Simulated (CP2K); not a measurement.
ZrN under changes of volume

One of the cells (12.167 Å³/atom); the others are scaled copies at fixed shape and fractional positions:

```
Zr N
1.0
     3.25269    0.00000    0.00000
     1.62635    2.81691    0.00000
     1.62635    0.93897    2.65581
Zr N
1 1
Direct
  0.50000 0.50000 0.50000
  0.00000 0.00000 0.00000
```

```yaml
Program: CP2K 2026.2
Functional: LDA
Potentials_or_basis: GTH_POTENTIALS Zr GTH-PADE-q12, N GTH-PADE-q5; TZVP-MOLOPT-PBE-GTH basis
Density_cutoff: 6123 eV
k_mesh: 10 × 10 × 10
Occupations: fermi-dirac, width 0.05 eV
Spin: no spin polarisation
```

| volume (Å³/atom) | energy over the lowest point (meV/atom) | pressure (GPa) |
| --- | --- | --- |
| 11.437 | 0.00 | 3.0 |
| 11.680 | ? | ? |
| 11.924 | 8.73 | -8.3 |
| 12.167 | 25.12 | -13.1 |
| 12.410 | 48.41 | -17.4 |
| 12.654 | 77.86 | -21.2 |
| 12.897 | 112.81 | -24.7 |

Q: What does the run at 11.680 Å³/atom give?

A: Energy over the lowest point 0.06 meV/atom; pressure -3.0 GPa.

Worked out: A Birch-Murnaghan fit of order 3 (a polynomial in V^(-2/3)) to the other rows has its minimum at 11.56 Å³/atom with B0 = V·E''(V) = 286 GPa and B' = 4.4. It gives 0.03 meV/atom at 11.680 Å³/atom, against the run's 0.06, and -dE/dV = -3.0 GPa, against -3.0.

Energies are extrapolated to zero smearing.

Caveats: the basis of atomic orbitals isn't converged, which shifts pressures, moduli and gaps.
